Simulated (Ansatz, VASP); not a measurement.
# Two plane-wave programs on SrO

```
Sr O
1.0
     0.00000    2.79228    2.79228
     2.79228    0.00000    2.79228
     2.79228    2.79228    0.00000
Sr O
1 1
Direct
  0.00000 0.00000 0.00000
  0.25000 0.25000 0.25000
```

The cell was built by a generator and needn't be a form met in nature.

Alike in both runs: task single point; functional r2SCAN; k mesh 6 × 6 × 6; no spin polarisation.

|  | VASP | Ansatz |
| --- | --- | --- |
| version | VASP 6.6.1 | Ansatz 0.2.0 |
| potentials or method | VASP PAW PBE potentials, release 64 (Sr_sv, O) | plane waves, PAW |
| plane-wave cutoff (eV) | 520 | 500 |
| occupations | gaussian, width 0.01 eV | fixed |
| valence electrons in the cell | 16 | 16 |

|  | VASP | Ansatz | Ansatz less VASP |
| --- | --- | --- | --- |
| gap on the k mesh at the Fermi level (eV) | 2.91 | 2.89 | -0.015 |
| pressure (GPa) | 0.5 | 0.0 | -0.47 |

Caveats: the PAW data sets were made with another functional, which shifts forces and pressure a little (VASP). A k mesh can miss the band edges. r2SCAN opens gaps a little over a GGA but as a rule still falls short of measured ones.
